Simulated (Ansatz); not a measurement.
Theory: DFT PBE, scalar-relativistic, plane waves, PAW (Ansatz 0.2.0). All cells share a 420 eV cutoff and Γ-centred k meshes spaced at most about 0.3 Å⁻¹ (about 0.25 or finer for metals, 2π included). No spin polarisation in the final relaxations.

All energies are static (0 K, no zero-point motion).

Two relaxed structures of Al₄Co:

A.

```
CELL_PARAMETERS angstrom
3.39952 1.96271 2.13041
-3.39952 1.96271 2.13041
0.00000 -3.92543 2.13041
ATOMIC_POSITIONS crystal
Al 0.45927 0.03300 0.03300
Al 0.03300 0.03300 0.45927
Al 0.03300 0.45927 0.03300
Al 0.55441 0.55441 0.55441
Co 0.91924 0.91924 0.91924
```

B.

```
CELL_PARAMETERS angstrom
4.50656 0.00000 0.00000
0.00000 4.50656 0.00000
0.00000 0.00000 4.50656
ATOMIC_POSITIONS crystal
Al 0.50000 0.00000 0.00000
Al 0.00000 0.50000 0.00000
Al 0.00000 0.00000 0.50000
Al 0.50000 0.50000 0.50000
Co 0.00000 0.00000 0.00000
```

Task: Which is lower in energy, and by how much?

Result: A is lower, by 155 meV/atom. A has space group R3m (No. 160), 17.1 Å³/atom and no gap on its mesh; B has space group Pm-3m (No. 221), 18.3 Å³/atom and no gap. Counting all near atoms (those within 1.25 times the shortest distance at each site; a plus sign parts nearer from farther groups; a slash parts the counts of unlike sites), A has Al 2/1+3, Co 7 and B has Al 2/12+8, Co 6. The denser one is the lower, and pressure would at first widen the difference. In A, around Al on a site of symmetry m lie 2 Co at 2.31–2.34 Å; around Al on a site of symmetry 3m lies 1 Co at 2.33 Å; around Co lie 7 Al at 2.31–2.34 Å. In B, Al on a site of symmetry 4/mmm is surrounded by 2 Co at 2.25 Å and 12 Al at 3.19 Å; around Al on a site of symmetry m-3m lie 12 Al at 3.19 Å; Co is surrounded by 6 Al at 2.25 Å. Both come from invented guesses.

Trial moments died out on the coarse mesh in R3m and Pm-3m; another magnetic start might hold. Cells relaxed within their symmetry can be saddle points. The R3m cell of Al4Co came from shaking the Pm-3m one.
